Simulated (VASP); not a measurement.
```
CELL_PARAMETERS angstrom
      0.00000     3.04376     3.04376
      3.04376     0.00000     3.04376
      3.04376     3.04376     0.00000
ATOMIC_POSITIONS crystal
  Zn 0.00000 0.00000 0.00000
  Te 0.25000 0.25000 0.25000
```

Method: PBE GGA with D3 dispersion (Becke-Johnson damping), VASP's PBE PAW potentials (set 64) (plane waves; VASP). Numerical set-up: 520 eV cut-off, 8×8×8 Γ-centred mesh, tetrahedra with Blöchl corrections, potentials Zn Te.

Unless said otherwise, spin-orbit coupling is left out, though it shifts the bands of the heavy elements here.

Q: Tabulate the total density of states (states/eV per cell) against energy (eV; zero at the valence-band maximum or, without a gap, the Fermi level).

A: 
```
E (eV) | DOS (states/eV)
    -9.95 |  0.00
    -9.72 |  0.00
    -9.48 |  0.00
    -9.24 |  0.00
    -9.00 |  0.00
    -8.76 |  0.00
    -8.40 |  0.00
    -8.17 |  0.00
    -7.93 |  0.00
    -7.69 |  0.00
    -7.45 |  0.00
    -7.21 |  0.00
    -6.97 | ## 2.59
    -6.73 | ############################## 31.3
    -6.50 | ###### 6.38
    -6.26 |  0.00
    -6.02 |  0.00
    -5.78 |  0.00
    -5.42 |  0.00
    -5.18 |  0.02
    -4.95 | ## 1.98
    -4.71 | ## 1.72
    -4.47 | # 0.96
    -4.23 | # 0.63
    -3.99 |  0.51
    -3.75 |  0.40
    -3.51 |  0.28
    -3.28 |  0.25
    -3.04 | # 0.64
    -2.80 | # 1.47
    -2.44 | # 1.49
    -2.20 | ## 1.68
    -1.96 | ## 2.10
    -1.73 | ## 1.91
    -1.49 | ## 1.91
    -1.25 | ## 1.82
    -1.01 | ## 1.71
    -0.77 | # 1.05
    -0.53 | # 0.61
    -0.30 |  0.36
    -0.06 |  0.03
     0.18 |  0.00
     0.54 |  0.00
     0.78 |  0.00
     1.02 |  0.00
     1.26 |  0.00
     1.49 |  0.00
     1.73 |  0.01
     1.97 |  0.07
     2.21 |  0.28
     2.45 | # 0.79
     2.69 | # 1.52
     2.92 | ## 2.30
     3.16 | ## 1.93
     3.52 | # 1.04
     3.76 | # 0.66
     4.00 | # 0.79
     4.24 | # 0.83
     4.47 | # 0.95
     4.71 | ## 2.59
```
Within 2 eV below the valence-band maximum the largest weight inside VASP's projection spheres is Te p, then Zn p.

The compound is ZnTe in the zinc blende structure. It was relaxed first.
